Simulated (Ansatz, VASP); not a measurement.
## Te in VASP and in Ansatz

```
Te
1.0
     2.30590    1.33131    1.69095
    -2.30590    1.33131    1.69095
     0.00000   -2.66263    1.69095
Te
1
Direct
  0.50000 0.50000 0.50000
```

This isn't the form of Te at room conditions, which is trigonal, of chains.

Alike in both runs: task relaxation of cell and atoms; functional PBE; k mesh 9 × 9 × 9; occupations fermi-dirac, width 0.05 eV; no spin polarisation.

```csv
,VASP,Ansatz
version,VASP 6.6.1,Ansatz 0.2.0
potentials or method,"VASP PAW PBE potentials, release 54 (Te)",Ansatz PAW
plane-wave cutoff (eV),600,420
valence electrons in the cell,6,16
```

VASP gave:

| Property | Result |
| --- | --- |
| gap on the k mesh at the Fermi level, each at its own relaxed structure (eV) | none |
| relaxed volume (Å³/atom) | 32.84 |
| relaxed cell length with the largest relative difference (Å) | 3.204 |
| energy change over the relaxation (meV/atom) | -15 |

Question: Which values does Ansatz return?

Answer: gap on the k mesh at the Fermi level, each at its own relaxed structure (eV): none; relaxed volume (Å³/atom): 32.88; relaxed cell length with the largest relative difference (Å): 3.205; energy change over the relaxation (meV/atom): -16.

A gap of «none» marks a metal or a gap that the smearing closes. The two sets of potentials don't hold the same shells in valence.

Caveats: the plane-wave basis is chosen anew once the cell has moved, so the energies of steps on either side of that aren't comparable (Ansatz). Spin-orbit coupling is left out, which matters for the levels of Te.
